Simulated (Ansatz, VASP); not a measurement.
# PbSe (Clausthalite): VASP beside Ansatz

File INCAR:

```
SYSTEM = PbSe
ALGO     = Normal         ! electronic algorithm
EDIFF    = 1E-6           ! SCF threshold, eV
ENCUT    = 520            ! plane-wave cutoff, eV
GGA      = PE             ! functional
ISIF     = 2              ! what is computed and relaxed
ISMEAR   = 0              ! smearing method
LASPH    = .TRUE.         ! aspherical terms in the spheres
LCHARG   = .TRUE.         ! write CHGCAR
LELF     = .TRUE.         ! ELF
LREAL    = .FALSE.        ! projectors in reciprocal space
LVHAR    = .TRUE.       
LWAVE    = .FALSE.        ! write WAVECAR
NBANDS   = 17             ! bands
NELM     = 80             ! most SCF steps
PREC     = Accurate       ! precision mode
SIGMA    = 0.012          ! smearing width, eV
```

The input KPOINTS:

```
k-points
0
G
  8 8 8
  0 0 0
```

POSCAR

```
PbSe
1.0
    0.0000000000      3.0606500000      3.0606500000
    3.0606500000      0.0000000000      3.0606500000
    3.0606500000      3.0606500000      0.0000000000
Pb Se
1 1
Direct
    0.0000000000      0.0000000000      0.0000000000
    0.5000000000      0.5000000000      0.5000000000
```

input.yaml

```yaml
crystal:
  lattice:
    - [0.0, 3.06065, 3.06065]
    - [3.06065, 0.0, 3.06065]
    - [3.06065, 3.06065, 0.0]
  atoms:
    - { symbol: Pb, position: [0.0, 0.0, 0.0] }
    - { symbol: Se, position: [0.5, 0.5, 0.5] }
hamiltonian:
  xc: pbe
  pseudopotentials: { kind: paw }
kpoints:
  mp_grid: { grid: [8, 8, 8] }
scf:
  occupations: { method: gaussian, width: 0.012 }
output:
  forces: true
  stress: true
  eigenvalues: true
  write_density: true
  write_potential: true
  elf: true
  volumetric_format: npy
```

Alike in both runs: task single point; functional PBE; k mesh 8 × 8 × 8; occupations gaussian, width 0.012 eV; no spin polarisation.

|  | VASP | Ansatz |
| --- | --- | --- |
| version | VASP 6.6.1 | Ansatz 0.2.0 |
| potentials or method | VASP PAW PBE potentials, release 64 (Pb_d, Se) | Ansatz PAW |
| plane-wave cutoff (eV) | 520 | 420 |
| valence electrons in the cell | 20 | 30 |

```csv
,VASP,Ansatz,Ansatz less VASP
gap on the k mesh at the Fermi level (eV),0.29,0.29,-0.005
least direct gap on the mesh (eV),0.29,0.29,-0.005
pressure (GPa),2.4,2.4,+0.02
```

With one functional, cell and mesh, what is left measures potentials, basis and numerics. The two sets of potentials don't hold the same shells in valence.

Caveats: spin-orbit coupling is left out, which as a rule narrows the gap of such compounds by several tenths of an eV. A k mesh can miss the band edges.
